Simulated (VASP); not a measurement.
**VASP 6.6.1 run: NaI**

INCAR

```
MAXMIX = 10
ISMEAR = -1
EDIFF = 1E-7
PREC = Accurate
ISIF = 2
LASPH = .TRUE.
IBRION = -1
NSW = 0
LREAL = .FALSE.
ENCUT = 520
GGA = PE
LCHARG = .FALSE.
NELM = 120
SIGMA = 0.1
NBANDS = 14
LWAVE = .FALSE.
```

KPOINTS

```
KPOINTS created by Atomic Simulation Environment
0
Gamma
6 6 6
0 0 0
```

POSCAR

```
Na I
 1.0000000000000000
     0.0000000000000000    3.6317714246000001    3.6317714246000001
     3.6317714246000001    0.0000000000000000    3.6317714246000001
     3.6317714246000001    3.6317714246000001    0.0000000000000000
 Na  I
   1   1
Cartesian
  0.0000000000000000  0.0000000000000000  0.0000000000000000
  1.8158857123000001  1.8158857123000001  1.8158857123000001
```

The recommended PBE PAW datasets give the neutral cell 14 valence electrons.

Command

```
mpirun -np 1 vasp_std
```

Task: Predict the outcome of this run.

Result: It converged. Results: gap between bands v and c on the k mesh 3.70 eV; least direct gap on the k mesh 3.70 eV; pressure -0.4 GPa. Band v is the last that the valence electrons fill when counted band by band, and c is the next.

OSZICAR

```
N       E                     dE             d eps       ncg     rms          rms(c)
DAV:   1     0.774681780508E+02    0.77468E+02   -0.63001E+03   448   0.834E+02
DAV:   2     0.179513526553E+01   -0.75673E+02   -0.71272E+02   478   0.193E+02
DAV:   3    -0.520614375096E+01   -0.70013E+01   -0.69549E+01   556   0.606E+01
DAV:   4    -0.539670264388E+01   -0.19056E+00   -0.19050E+00   580   0.103E+01
DAV:   5    -0.540110640687E+01   -0.44038E-02   -0.44037E-02   594   0.156E+00    0.164E+00
DAV:   6    -0.528853583427E+01    0.11257E+00   -0.14738E-01   508   0.179E+00    0.111E+00
DAV:   7    -0.527835460245E+01    0.10181E-01   -0.11344E-01   556   0.142E+00    0.704E-01
DAV:   8    -0.528883309762E+01   -0.10478E-01   -0.11312E-02   484   0.695E-01    0.218E-01
DAV:   9    -0.528865655634E+01    0.17654E-03   -0.24649E-04   562   0.133E-01    0.800E-02
DAV:  10    -0.528909336138E+01   -0.43681E-03   -0.53324E-04   508   0.139E-01    0.242E-02
DAV:  11    -0.528911325923E+01   -0.19898E-04   -0.52347E-05   568   0.570E-02    0.667E-03
DAV:  12    -0.528911625149E+01   -0.29923E-05   -0.50453E-06   532   0.124E-02    0.376E-03
DAV:  13    -0.528911684467E+01   -0.59318E-06   -0.71676E-07   556   0.483E-03    0.573E-04
DAV:  14    -0.528911681892E+01    0.25750E-07   -0.30447E-08   578   0.153E-03
   1 F= -.52891168E+01 E0= -.52891168E+01  d E =-.292320E-08
```

Standard output (part)

```
POSCAR found type information on POSCAR NaI
 POSCAR found :  2 types and       2 ions
 LDA part: xc-table for (Slater+PW92), standard interpolation
 POSCAR, INCAR and KPOINTS ok, starting setup
 WAVECAR not read
 entering main loop
```

For comparison, a separate PBE run of the intended cell, on usual settings and not on those above, gives a gap of 3.70 eV on its mesh and a pressure of -0.4 GPa.
